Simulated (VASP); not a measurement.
Wanted: the native input for a VASP 6.6.1 run.

* Task: relaxation of cell and atoms
* Functional: PBEsol
* Potentials or basis: VASP PAW PBE potentials, release 64 (Cd, S)
* Cutoff: 600 eV
* k mesh: 8 × 8 × 8
* Occupations: gaussian, width 0.02 eV
* Spin: no spin polarisation
* Dipole correction: no
* Further INCAR settings: ALGO = Normal; EDIFF = 1e-06; IBRION = 2; EDIFFG = -0.005; NSW = 70; ISIF = 3

The structure of CdS (Hawleyite) lies in POSCAR:

```
CdS
1.0
    0.0000000000      2.9632113921      2.9632113921
    2.9632113921      0.0000000000      2.9632113921
    2.9632113921      2.9632113921      0.0000000000
Cd S
1 1
Direct
    0.0000000000      0.0000000000      0.0000000000
    0.2500000000      0.2500000000      0.2500000000
```

One way to write it, as run:

INCAR

```
SYSTEM = CdS
PREC = Accurate
ENCUT = 600
EDIFF = 1E-6
ISMEAR = 0
SIGMA = 0.02
LREAL = .False.
LASPH = .True.
NELM = 100
ALGO = Normal
ISIF = 3
LWAVE = .False.
LCHARG = .False.
GGA = PS
IBRION = 2
NSW = 70
EDIFFG = -0.005
```

KPOINTS

```
Automatic mesh
0
Gamma
  8 8 8
  0 0 0
```

Potentials or basis: VASP PAW PBE potentials, release 64 (Cd, S).

The run is started by

```sh
$ cat potpaw_PBE.64/Cd/POTCAR potpaw_PBE.64/S/POTCAR > POTCAR
$ mpirun -np 1 vasp_std > vasp.out
```

It gave:

| Property | Result |
| --- | --- |
| Relaxed volume | 24.83 Å³/atom |
| Relaxed cell | a = 4.126 Å, b = 4.126 Å, c = 4.126 Å, α = 60.00°, β = 60.00°, γ = 60.00° |
| Space group after relaxing (to 0.05 Å) | F-43m (No. 216) |
| Energy gained by relaxing | 9.8 meV/atom |
| Ionic steps | 3 |
| Pressure after relaxing | 0.0 GPa |
| Band gap on the k mesh | 1.01 eV, direct |

Caveat: the PAW data sets were made with another functional, which shifts forces and pressure a little.

Run time: 22 s on 1 thread of Intel(R) Xeon(R) 6975P-C (Granite Rapids) (shared host), peak memory 0.22 GiB.
